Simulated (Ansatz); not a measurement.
**C₂H₆O₂: a ladder of functionals and wavefunction methods**

How much do the methods differ for C₂H₆O₂? The plan is to run it at one geometry with functionals of several rungs and with coupled cluster, and see how far each lands from CCSD(T) at the basis-set limit for the atomisation energy.

Program: Ansatz 0.2.0, Gaussian basis. Level of theory: functionals in def2-TZVPP, the program's frozen cores in correlated methods. These are calculated values, not measurements.

Plan: PBE-D4, r2SCAN-D4, PBE0-D4, B3LYP-D4, ωB97X-V, ωB97M-V, B2PLYP; CCSD(T)/def2-TZVPP; CCSD(T)/def2-QZVPP; extrapolation to the limit.

## 1. The relaxed structure

All runs share one geometry, relaxed beforehand with PBE0-D4 in a triple-zeta def2 set.

SMILES `OCCO`, 10 atoms, charge 0, spin multiplicity 1.

Atoms are counted from 1 here; the program's logs count them from 0.

Bond lengths: O1–C2 1.405 Å, O1–H5 0.964 Å, C2–C3 1.511 Å, C2–H6 1.103 Å, C2–H7 1.094 Å, C3–O4 1.418 Å, C3–H8 1.092 Å, C3–H9 1.098 Å, O4–H10 0.961 Å. Angles: C2–O1–H5 106.3°, O1–C2–C3 111.3°, O1–C2–H6 110.9°, O1–C2–H7 107.6°, C3–C2–H6 109.4°, C3–C2–H7 110.1°, H6–C2–H7 107.4°, C2–C3–O4 110.8°, C2–C3–H8 109.7°, C2–C3–H9 110.6°, O4–C3–H8 105.7°, O4–C3–H9 111.6°, H8–C3–H9 108.3°, C3–O4–H10 108.4°.

## 2. PBE-D4 (GGA)

in.yaml reads:

```yaml
crystal:
  periodic: [false, false, false]
  atoms:
    - {symbol: O, position_ang: [0.254616, -1.598981, 0.527534]}
    - {symbol: C, position_ang: [0.768999, -0.416663, -0.030409]}
    - {symbol: C, position_ang: [-0.336197, 0.463933, -0.566217]}
    - {symbol: O, position_ang: [-1.278228, 0.764424, 0.450355]}
    - {symbol: H, position_ang: [-0.527848, -1.343398, 1.029264]}
    - {symbol: H, position_ang: [1.358209, 0.146269, 0.712877]}
    - {symbol: H, position_ang: [1.449029, -0.700531, -0.838501]}
    - {symbol: H, position_ang: [-0.894432, -0.072199, -1.336988]}
    - {symbol: H, position_ang: [0.079546, 1.375568, -1.014250]}
    - {symbol: H, position_ang: [-0.873684, 1.381579, 1.066334]}
basis:
  gaussian: {orbitals: def2-TZVPP}
hamiltonian: {xc: pbe, dispersion: d4}
output: {forces: true, orbitals: {seedname: orbitals}}
```

The run is started by

```
$ ansatz run in.yaml --threads 2 --pin off --events-out ev --progress --plain --max-ram 32768MiB --backend cpu
```

Further steps of the session: r2SCAN-D4 (meta-GGA); PBE0-D4 (hybrid); B3LYP-D4 (hybrid); ωB97X-V (range-separated); ωB97M-V (range-separated); B2PLYP (double hybrid); CCSD(T) in def2-TZVPP; CCSD(T) in def2-QZVPP.

Before running them: what should the planned runs give, taken together? Wanted: atomisation energy, CCSD(T)/CBS; farthest; mean size of error, hybrid; mean size of error, range-separated; gap, smallest and largest; T1 diagnostic; triples share of the correlation energy.

The runs gave:

| quantity | value |
| --- | --- |
| atomisation energy, CCSD(T)/CBS | 39.415 eV |
| functionals within 0.197 eV (0.5 %) | r2SCAN-D4, PBE0-D4, B3LYP-D4, ωB97X-V, ωB97M-V |
| farthest | PBE-D4 (+0.899 eV) |
| mean size of error, hybrid | 0.064 eV |
| mean size of error, range-separated | 0.045 eV |
| gap, smallest and largest | 5.93 eV (PBE-D4), 12.89 eV (ωB97X-V) |
| T1 diagnostic | 0.0102 |
| triples share of the correlation energy | 3.5 % |

In words: PBE-D4 misses by +0.899 eV. Double hybrids carry the basis error of their MP2 part in triple zeta, and no dispersion term here, so their miss is partly the set-up's. The reference freezes the cores and leaves out relativity and excitations past (T), so misses under about 0.197 eV can't be ranked. Hartree-Fock recovers 71 % of the binding; the rest is correlation. The gap grows from 5.9 to 12.9 eV across the functionals, mostly with the share of exact exchange.
